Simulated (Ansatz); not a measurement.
Harmonic frequencies (cm⁻¹) at PBE0-D4/def2-TZVP from Ansatz: 102, 141, 183, 211, 230, 319, 545, 631, 697, 708, 739, 906, 921, 928, 932, 957, 966, 994, 1082, 1158, 1300, 1662, 2190, 2200, 2217, 2222, 2225, 2247, 3475, 3565.

Each molecule was computed in one conformer, which needn't be the lowest.

Problem. Which molecule is it?
A. `O=C1CCCO1`
B. `CNNC`
C. `NN([SiH3])[SiH3]`
D. `N[SiH](N)[SiH3]`

Solution. C.
